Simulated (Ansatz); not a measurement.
# From the elastic tensor of P at 3 GPa (stress–strain coefficients) to moduli and sound speeds

Method: Ansatz 0.2.0, DFT PBE+D3(BJ), scalar-relativistic, plane waves, PAW. Settings: 420 eV plane-wave cutoff, Γ-centred 20×20×20 mesh, Fermi-Dirac smearing of 0.15 eV. No spin polarisation.

Symmetry: Pm-3m, No. 221, cubic system. The conventional cell has a = 2.392 Å, b = 2.392 Å, c = 2.392 Å, α = 90.00°, β = 90.00°, γ = 90.00°. Around P (site symmetry m-3m) lie 6 P at 2.39 Å.

In a metal, frequencies and elastic constants depend on the k mesh and the smearing, soft modes and shear constants most.

Relaxed-ion constants (GPa, on the Cartesian axes of the calculation):
C11 = 289.2, C12 = 59.9, C13 = 59.9, C22 = 289.2, C23 = 59.9, C33 = 289.2, C44 = 64.7, C55 = 64.7, C66 = 64.7 GPa; the others vanish.

Density 3.759 g/cm³; 1 atom in 13.68 Å³.

The values that follow are for a polycrystal of randomly turned grains, by Hill's mean where one number stands.

With S = C⁻¹: B_V = (C11+C22+C33+2(C12+C13+C23))/9, G_V = (C11+C22+C33−C12−C13−C23+3(C44+C55+C66))/15, 1/B_R = S11+S22+S33+2(S12+S13+S23), 15/G_R = 4(S11+S22+S33−S12−S13−S23)+3(S44+S55+S66); Hill is their mean. Then v_l = √((B+4G/3)/ρ), v_t = √(G/ρ), v_m = [(2/v_t³+1/v_l³)/3]^(−1/3) and Θ = (ħ/k_B)·v_m·(6π²n/V)^(1/3) for n atoms in the volume V; E = 9BG/(3B+G), ν = (3B−2G)/(2(3B+G)) and A^U = 5G_V/G_R + B_V/B_R − 6.

| Item | Value |
| --- | --- |
| Bulk modulus, Voigt / Reuss / Hill | 136.3 / 136.3 / 136.3 GPa |
| Shear modulus, Voigt / Reuss / Hill | 84.7 / 78.4 / 81.5 GPa |
| Young's modulus | 204 GPa |
| Poisson ratio | 0.251 |
| Pugh ratio B/G | 1.67 |
| Universal anisotropy index | 0.40 |
| Longitudinal and transverse sound speeds | 8074 and 4657 m/s |
| Debye temperature from the mean sound speed | 644 K |

This simple cubic form isn't the element's structure at ambient conditions.

Cost: 1 run of about 0.41 core-minutes, on AMD EPYC 9R45 (Zen 5) (shared hosts).